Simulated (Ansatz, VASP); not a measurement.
Given: the input of a run of Ansatz 0.2.0 on Mo. 

input.yaml

```yaml
crystal:
  lattice:
    - [-1.5838089719, 1.5838089719, 1.5838089719]
    - [1.5838089719, -1.5838089719, 1.5838089719]
    - [1.5838089719, 1.5838089719, -1.5838089719]
  atoms:
    - { symbol: Mo, position: [0.0, 0.0, 0.0] }
kpoints:
  mp_grid: { grid: [12, 12, 12] }
scf:
  occupations: { method: fermi_dirac, width: 0.05 }
hamiltonian:
  xc: revpbe
  pseudopotentials: { kind: all_electron, lapw: { basis_error: 0.001 } }
output:
  forces: true
  stress: true
relax:
  f_tol: 0.01
  max_steps: 60
  cell: {}
```

Potentials or basis: all-electron LAPW, scalar-relativistic.

Run with:

```bash
$ ansatz run input.yaml --threads 1 --pin off --max-ram 3072MiB --backend cpu --events-out ev --progress --plain --runs-dir out
```

Task: Set up the same calculation for VASP 6.6.1. Potentials or basis there: PBE PAW files Mo_sv, 600 eV.

Result: As run (cutoffs and basis follow the program's own potentials, and thresholds, step limits or extra output files can differ):

File INCAR:

```
SYSTEM = Mo
  PREC = Accurate
  ENCUT = 600
  EDIFF = 1E-6
  ISMEAR = -1
  SIGMA = 0.05
  LREAL = .False.
  LASPH = .True.
  NELM = 80
  ALGO = Fast
  ISIF = 3
  LWAVE = .False.
  LCHARG = .False.
  GGA = RE
  IBRION = 2
  NSW = 60
  EDIFFG = -0.01
```

Contents of KPOINTS:

```
Automatic mesh
0
Gamma
  12 12 12
  0 0 0
```

The input POSCAR:

```
Mo
1.0
   -1.5838089719      1.5838089719      1.5838089719
    1.5838089719     -1.5838089719      1.5838089719
    1.5838089719      1.5838089719     -1.5838089719
Mo
1
Direct
    0.0000000000      0.0000000000      0.0000000000
```

Potentials or basis: VASP PAW PBE potentials, release 64 (Mo_sv).

The run is started by

```bash
$ cat potpaw_PBE.64/Mo_sv/POTCAR > POTCAR
$ mpirun -np 1 vasp_std > vasp.out
```

Both were run:

|  | Ansatz | VASP |
| --- | --- | --- |
| Relaxed volume | 15.93 Å³/atom | 15.96 Å³/atom |
| Relaxed cell | a = 2.745 Å, b = 2.745 Å, c = 2.745 Å, α = 109.47°, β = 109.47°, γ = 109.47° | a = 2.747 Å, b = 2.747 Å, c = 2.747 Å, α = 109.47°, β = 109.47°, γ = 109.47° |
| Space group after relaxing | Im-3m (No. 229) | Im-3m (No. 229) |
| Pressure after relaxing | 0.0 GPa | -0.1 GPa |

VASP's potentials were made for PBE.

Where Ansatz's input types no cutoff or centring, it takes its own default and a Γ-centred mesh.

Pressure is positive in compression.
